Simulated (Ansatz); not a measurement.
# Ca3F8: the cost of one run

Method: DFT PBEsol, scalar-relativistic, plane waves, PAW, in Ansatz 0.2.0.

1 further run of the same task is left out (set aside as unsound or not needed).

### Step 1. Starting point

Symmetry: Fm-3m, No. 225, cubic system. The conventional cell has a = 5.421 Å, b = 5.421 Å, c = 5.421 Å, α = 90.00°, β = 90.00°, γ = 90.00°. Ca (site symmetry m-3m) is surrounded by 8 F at 2.35 Å. Around F (site symmetry -43m) lie 4 Ca at 2.35 Å.

Structure file:

```cif
data_structure
_symmetry_space_group_name_H-M 'P 1'
_symmetry_Int_Tables_number 1
_cell_length_a 3.8331
_cell_length_b 3.8331
_cell_length_c 3.8331
_cell_angle_alpha 60.000
_cell_angle_beta 60.000
_cell_angle_gamma 60.000
_cell_volume 39.82
loop_
_atom_site_label
_atom_site_type_symbol
_atom_site_fract_x
_atom_site_fract_y
_atom_site_fract_z
_atom_site_occupancy
Ca1 Ca 0.00000 0.00000 0.00000 1
F1 F 0.25000 0.25000 0.25000 1
F2 F 0.75000 0.75000 0.75000 1
```

It is the result of an earlier relaxation at this level (volume 13.27 Å³/atom; gap on the mesh: 7.25 eV).

Bulk energy on matching settings, from an earlier run: -1133.6291 eV/atom.

### Step 2. Cutting the (111) slab

Miller indices refer to the conventional cell of the relaxed bulk, Fm-3m (No. 225): a = 5.421 Å, b = 5.421 Å, c = 5.421 Å, α = 90.00°, β = 90.00°, γ = 90.00°.

Cut from the relaxed bulk: a (111) slab, 11.0 Å thick as cut, with 15 Å of vacuum; its outer planes are F (top) and F (bottom).

The slab as cut. Its planes from the bottom up:

| plane | atoms per cell | height over the lowest (Å) |
| --- | --- | --- |
| 1 | F | 0.00 |
| 2 | F | 1.56 |
| 3 | Ca | 2.35 |
| 4 | F | 3.13 |
| 5 | F | 4.69 |
| 6 | Ca | 5.48 |
| 7 | F | 6.26 |
| 8 | F | 7.82 |
| 9 | Ca | 8.61 |
| 10 | F | 9.39 |
| 11 | F | 10.95 |

### Step 3. Single point on the unrelaxed (111) slab

A dipole layer in the vacuum cancels the field that periodic copies would set up if the slab's two faces differ.

input.yaml

```yaml
crystal:
  lattice:
    - [3.8330589802, 0.0, 0.0]
    - [-1.9165294901, 3.319526451, 0.0]
    - [0.0, 0.0, 25.9538784314]
  atoms:
    - { symbol: F, position: [0.6666666667, 0.3333333333, 0.2889741516] }
    - { symbol: F, position: [0.0, 0.0, 0.3492672511] }
    - { symbol: Ca, position: [0.6666666667, 0.3333333333, 0.3794138009] }
    - { symbol: F, position: [0.3333333333, 0.6666666667, 0.4095603507] }
    - { symbol: F, position: [0.6666666667, 0.3333333333, 0.4698534502] }
    - { symbol: Ca, position: [0.3333333333, 0.6666666667, 0.5] }
    - { symbol: F, position: [0.0, 0.0, 0.5301465498] }
    - { symbol: F, position: [0.3333333333, 0.6666666667, 0.5904396493] }
    - { symbol: Ca, position: [0.0, 0.0, 0.6205861991] }
    - { symbol: F, position: [0.6666666667, 0.3333333333, 0.6507327489] }
    - { symbol: F, position: [0.0, 0.0, 0.7110258484] }
basis:
  ecutwfc: 420
kpoints:
  mp_grid: { grid: [9, 9, 1] }
hamiltonian:
  xc: pbesol
scf:
  occupations: { method: gaussian, width: 0.05 }
output:
  forces: true
  stress: true
  eigenvalues: true
efield:
  axis: 3
  dipole_correction: true
```

What time and memory should one allow on 1 thread of an Arm CPU, shared host?

About 32 s, with a peak of 0.51 GiB.
